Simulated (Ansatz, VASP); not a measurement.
**Zn in VASP and in Ansatz**

INCAR

```
SYSTEM = Zn
  PREC = Accurate
  ENCUT = 520
  EDIFF = 1E-6
  ISMEAR = 0
  SIGMA = 0.15
  LREAL = .FALSE.
  LASPH = .TRUE.
  NELM = 100
  ALGO = Fast
  ISIF = 2
  LWAVE = .FALSE.
  LCHARG = .TRUE.
  GGA = PS
  LELF = .TRUE.
  LVHAR = .TRUE.
  NBANDS = 12
```

File KPOINTS:

```
regular mesh
0
G
  20 20 20
  0 0 0
```

POSCAR

```
Zn
1.0
    0.0000000000      2.0237192800      1.9058327200
    2.0237192800      0.0000000000      1.9058327200
    2.0237192800      2.0237192800      0.0000000000
Zn
1
Direct
    0.0000000000      0.0000000000      0.0000000000
```

Input for Ansatz:

```yaml
crystal:
  lattice:
    - [0.0, 2.02371928, 1.90583272]
    - [2.02371928, 0.0, 1.90583272]
    - [2.02371928, 2.02371928, 0.0]
  atoms:
    - { symbol: Zn, position: [0.0, 0.0, 0.0] }
basis:
  ecutwfc: 420
kpoints:
  mp_grid: { grid: [20, 20, 20] }
hamiltonian:
  xc: pbesol
scf:
  occupations: { method: gaussian, width: 0.15 }
output:
  forces: true
  stress: true
  eigenvalues: true
```

Change from the starting cell: strain +0.030 along x and y, -0.030 along z, atoms carried along.

Alike in both runs: task single point; functional PBEsol; k mesh 20 × 20 × 20; occupations gaussian, width 0.15 eV; no spin polarisation.

|  | VASP | Ansatz |
| --- | --- | --- |
| version | VASP 6.6.1 | Ansatz 0.2.0 |
| potentials or method | VASP PAW PBE potentials, release 64 (Zn) | scalar-relativistic, plane waves, PAW |
| plane-wave cutoff (eV) | 520 | 420 |
| valence electrons in the cell | 12 | 12 |

VASP gave:

* gap on the k mesh at the Fermi level (eV): none
* pressure (GPa): -6.2
* largest component of the traceless stress (GPa): 1.64

Problem. Which values does Ansatz return?

Solution. gap on the k mesh at the Fermi level (eV): none; pressure (GPa): -6.5; largest component of the traceless stress (GPa): 1.63.

A gap of «none» marks a metal or a gap that the smearing closes. With one functional, cell and mesh, what is left measures potentials, basis and numerics.

Caveats: the PAW data sets were made with another functional, which shifts forces and pressure a little (VASP).
